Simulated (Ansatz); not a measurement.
## BaS: pressure against volume per atom

All results are calculated (Ansatz 0.2.0). Periodic Kohn-Sham DFT of a crystal at fixed atoms; pressure and stress are positive in compression; the energy is the free energy less that of spherical unpolarised free atoms; site moments are those in the method's own spheres, positive along +z.

Cell of the first row (space group Fm-3m, No. 225):
```
cell vectors (Å)
   0.0000     3.1286     3.1286
   3.1286     0.0000     3.1286
   3.1286     3.1286     0.0000
atoms (fractions of the cell vectors)
Ba  0.00000  0.00000  0.00000
S   0.50000  0.50000  0.50000
```

Settings of every row: method all-electron PAW; functional PBE; relativity scalar; k mesh 8x8x8; filling fermi-dirac; smearing width 0.02 eV; nucleus gaussian.

Atom start moment: 0 on all atoms.

Limits: no spin-orbit coupling on heavy atoms.

| row | volume per atom (Å³) | pressure (GPa) |
| --- | --- | --- |
| 1 | 30.622 | 4.051 |
| 2 | 30.948 | 3.44 |
| 3 | 31.273 | 2.861 |
| 4 | 31.925 | 1.793 |
| 5 | 32.251 | 1.3 |
| 6 | 32.576 | 0.834 |
| 7 | 32.902 | 0.392 |
| 8 | 33.228 | -0.027 |
| 9 | 33.879 | -0.801 |
| 10 | 34.205 | ? |
| 11 | 34.531 | -1.496 |

Question: what pressure should row 10 give?

Worked fit of pressure. Take u = (V_r/V)^(2/3) − 1 with V_r = 32.413 Å³ an atom, which is twice the finite (Eulerian) strain; such expansions in the strain, on which the Birch-Murnaghan equation of state is built, carry the rest volume and the bulk modulus. The shown rows have u = 0.03862, 0.03131, 0.02416, 0.01016, 0.00335, -0.00334, -0.00993, -0.01642, -0.02906, -0.04132. Least squares give pressure = 1.0648 + 69.639 × u + 192.52 × u² + 172 × u³ GPa; a parabola predicts inner rows, each left out in turn, worse (root mean square 0.0024 against 0.00088 GPa). The rows lie off it by 0.000, 0.001, -0.001, 0.001, 0.000, 0.000, 0.000, 0.001, 0.000, 0.000. The pressure vanishes at u = -0.0160, or V = 33.21 Å³ an atom, and there the bulk modulus at fixed shape and fractions is B = −V dP/dV = (2/3)(1 + u) dP/du = 41.7 GPa. The withheld row has u = -0.03524, so the fit gives 1.0648 + 69.639 × (-0.03524) + 192.52 × (-0.03524)² + 172 × (-0.03524)³ = -1.158 GPa.

The calculation gave -1.158 GPa. The fit meets it to the printed digit.
